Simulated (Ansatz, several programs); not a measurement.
Ge built on the lonsdaleite prototype, relaxed with PBE in Ansatz (plane waves, PAW): space group P6_3/mmc (No. 194), hexagonal; a = 4.058 Å, c = 6.693 Å in the conventional setting, 23.87 Å³ an atom. Around Ge lie 4 Ge at 2.49–2.51 Å. The cell was then scaled with its shape and fractional coordinates held, which makes it stiffer than a relaxed compression. No spin polarisation and no zero-point or thermal motion.

```csv
V (Å³/atom),E (meV/atom)
22.435,18.91
23.867,0.00
24.583,3.32
25.299,13.35
```

(1) Pass a cubic E = c₀ + c₁u + c₂u² + c₃u³, with u = V − 24.046 Å³, through these points.

(2) Where is the minimum, and what bulk modulus follows?

(3) Predict the energy and the pressure at the withheld volume, 23.151 Å³.

Results:

(1) c₀ = 0.13, c₁ = +2.077, c₂ = 7.536, c₃ = -0.6152 (meV and Å³).

(2) dE/du = 0 at u = -0.136, so V₀ = 23.91 Å³. B = V₀ d²E/dV² = 23.91 × (2c₂ + 6c₃u) = 23.91 × 15.571 = 372 meV/Å³, and 1 meV/Å³ is 0.16022 GPa: 60 GPa. A third-order Birch-Murnaghan fit to all five points gives 23.91 Å³ and 59 GPa.

(3) With u = -0.895: E ≈ 4.75 meV and P = −dE/dV ≈ +2.07 GPa. The run gives 4.76 meV and, from its stress, +2.08 GPa.
